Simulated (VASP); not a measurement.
A run of VASP 6.6.1:

Contents of INCAR:

```
PREC = Accurate ; ENCUT = 600
EDIFF = 1E-6 ; ISMEAR = 0
SIGMA = 0.01 ; LREAL = F
LASPH = T ; NELM = 100
ALGO = Fast ; ISIF = 3
LWAVE = F ; LCHARG = F
GGA = PS ; IBRION = 2
NSW = 80 ; EDIFFG = -0.003
```

File KPOINTS:

```
regular mesh
0
Gamma
  8 8 8
```

File POSCAR:

```
MgO2
1.0
   -2.1362510038      2.1362510038      2.6063918733
    2.1362510038     -2.1362510038      2.6063918733
    2.1362510038      2.1362510038     -2.6063918733
Mg O
2 4
Direct
    0.2500000000      0.2500000000      0.0000000000
    0.7500000000      0.7500000000      0.0000000000
    0.6208371947      0.1208371947      0.7416743895
    0.3791628053      0.8791628053      0.2583256105
    0.1208371947      0.3791628053      0.5000000000
    0.8791628053      0.6208371947      0.5000000000
```

Potentials or basis: VASP PAW PBE potentials, release 64 (Mg, O).

Run with:

```sh
$ cat potpaw_PBE.64/Mg/POTCAR potpaw_PBE.64/O/POTCAR > POTCAR
$ mpirun -np 1 vasp_std > vasp.out
```

Hardware: 1 thread of AMD EPYC 9R45 (Zen 5), on a shared host.

How long does it take, and how much memory?

Wall time 3.2 min on 1 thread of AMD EPYC 9R45 (Zen 5), with other jobs on the host, peak memory 0.19 GiB. Counts: scf iterations 72, k points 59, ion steps 11.
